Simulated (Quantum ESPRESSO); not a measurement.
## Te2Mo under changes of volume

One of the cells (24.965 Å³/atom); the others are scaled copies at fixed shape and fractional positions:

```
Te Mo
1.0
     3.51820    0.00000    0.00000
    -1.75910    3.04685    0.00000
     0.00000    0.00000   13.97360
Te Mo
4 2
Direct
  0.66667 0.33333 0.37900
  0.33333 0.66667 0.87900
  0.66667 0.33333 0.12100
  0.33333 0.66667 0.62100
  0.66667 0.33333 0.75000
  0.33333 0.66667 0.25000
```

```yaml
Program: Quantum ESPRESSO 7.5
Functional: PBEsol
Potentials_or_basis: GBRV 1.5 PBEsol
Cutoff: 612 eV
Density_cutoff: 4898 eV
k_mesh: 9 × 9 × 2
Occupations: fermi-dirac, width 0.05 eV
Spin: no spin polarisation
```

```tsv
volume (Å³/atom)	energy over the lowest point (meV/atom)	pressure (GPa)	gap on the mesh (eV)
23.467	31.43	7.2	0.65
23.966	13.06	4.4	0.67
24.466	2.86	1.9	0.69
24.965	0.00	-0.3	0.70
25.464	3.67	-2.3	0.72
25.963	13.16	-4.0	0.73
26.463	?	?	?
```

Task: What does the run at 26.463 Å³/atom give?

Result: Energy over the lowest point 27.88 meV/atom; pressure -5.6 GPa; gap on the mesh 0.74 eV.

Worked out: A Birch-Murnaghan fit of order 3 (a polynomial in V^(-2/3)) to the other rows has its minimum at 24.92 Å³/atom with B0 = V·E''(V) = 106 GPa and B' = 4.6 at fixed shape and positions, which overstates the stiffness. It gives 27.89 meV/atom at 26.463 Å³/atom, against the run's 27.88, and -dE/dV = -5.5 GPa, against -5.6. A straight line through the other rows of the gap, of slope 0.792 eV per unit of ln V, extrapolates to 0.75 eV, against the run's 0.74.

Energies are extrapolated to zero smearing.

Caveats: spin-orbit coupling is left out, which moves the levels of the heavy elements; an odd mesh through Γ misses points on the zone boundary, where band edges often lie; this functional lacks dispersion, which binds the layers, so the pressure and a relaxed spacing across them are unreliable.
